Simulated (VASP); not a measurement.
A run of VASP 6.6.1 is set up as follows.

File INCAR:

```
ALGO     = Normal         # electronic algorithm
EDIFF    = 1E-7           # SCF threshold, eV
ENCUT    = 520            # plane-wave cutoff, eV
GGA      = PE             # functional
ISIF     = 2              # what is computed and relaxed
ISMEAR   = 0              # smearing method
LASPH    = T              # aspherical terms in the spheres
LCHARG   = F              # write CHGCAR
LDAU     = T              # DFT+U
LDAUJ    = 0 0          
LDAUL    = 2 -1           # shell
LDAUPRINT= 1            
LDAUTYPE = 2            
LDAUU    = 2 0            # U, eV
LMAXMIX  = 4              # l up to which the mixer works
LREAL    = F              # projectors in reciprocal space
LWAVE    = F              # write WAVECAR
NELM     = 100            # most SCF steps
PREC     = Accurate       # precision mode
SIGMA    = 0.05           # smearing width, eV
```

File KPOINTS:

```
k-points
0
Gamma
  6 6 6
```

Contents of POSCAR:

```
WS2
1.0
    0.0000000000      3.0079352200      3.0079352200
    3.0079352200      0.0000000000      3.0079352200
    3.0079352200      3.0079352200      0.0000000000
W S
1 2
Direct
    0.0000000000      0.0000000000      0.0000000000
    0.2500000000      0.2500000000      0.2500000000
    0.7500000000      0.7500000000      0.7500000000
```

Potentials or basis: VASP PAW PBE potentials, release 64 (W_sv, S).

The run is started by

```sh
$ cat potpaw_PBE.64/W_sv/POTCAR potpaw_PBE.64/S/POTCAR > POTCAR
$ mpirun -np 1 vasp_std > vasp.out
```

Estimate the band gap on the k mesh.

none (metal or under the smearing width).

Predict the pressure.

-8.0 GPa.

Eigenvalues of the final occupation matrices:
```tsv
site	spin	trace	eigenvalues
site 1 d	1	1.60	0.28 0.28 0.28 0.38 0.38
site 1 d	2	1.60	0.28 0.28 0.28 0.38 0.38
```

Caveat: U without spin polarisation on a metal has little footing. Spin-orbit coupling is left out, which matters for the levels of W.
